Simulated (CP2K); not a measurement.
C:

```xyz
12
Lattice="2.5221 0.0000 0.0000 -1.2611 2.1842 0.0000 0.0000 0.0000 12.3557" Properties=species:S:1:pos:R:3 pbc="T T T"
C     1.2611    0.7281    4.3760
C     0.0000    1.4561   10.5539
C     1.2611    0.7281    1.8018
C     0.0000    1.4561    7.9797
C     1.2611    0.7281    5.9205
C     0.0000    1.4561   12.0983
C     1.2611    0.7281    0.2574
C     0.0000    1.4561    6.4352
C     0.0000    0.0000   10.0390
C     0.0000    0.0000    3.8612
C     0.0000    0.0000    8.4945
C     0.0000    0.0000    2.3167
```

This is a hexagonal form of diamond, not graphite.

Base run:

- Program: CP2K 2026.2
- Functional: WC
- Potentials or basis: POTENTIAL_UZH C GTH-PBE-q4; DZVP-MOLOPT-PBE-GTH basis
- Density cutoff: 9184 eV
- k mesh: 9 × 9 × 2
- Occupations: fermi-dirac, width 0.05 eV
- Spin: no spin polarisation

Its results: band gap on the k mesh 4.69 eV, indirect (least direct gap 5.38 eV); pressure 1.2 GPa; largest force 0.327 eV/Å.

Q: After a change of settings the same cell gave: band gap on the k mesh 4.79 eV, indirect (least direct gap 5.53 eV); pressure 10.3 GPa; largest force 0.373 eV/Å. Which change was it?
A. functional from WC to vdW-DF-cx
B. functional from WC to TASK
C. functional from WC to PBEsol
D. functional from WC to RPBE

A: B.

TASK gives the wider gap, since meta-GGAs in the generalised Kohn-Sham scheme recover part of the derivative discontinuity.

Caveats: the potentials were made for another functional, which shifts forces and pressure; the basis of atomic orbitals isn't converged, which shifts pressures, moduli and gaps.

Runs at the PBE level aren't shown here.
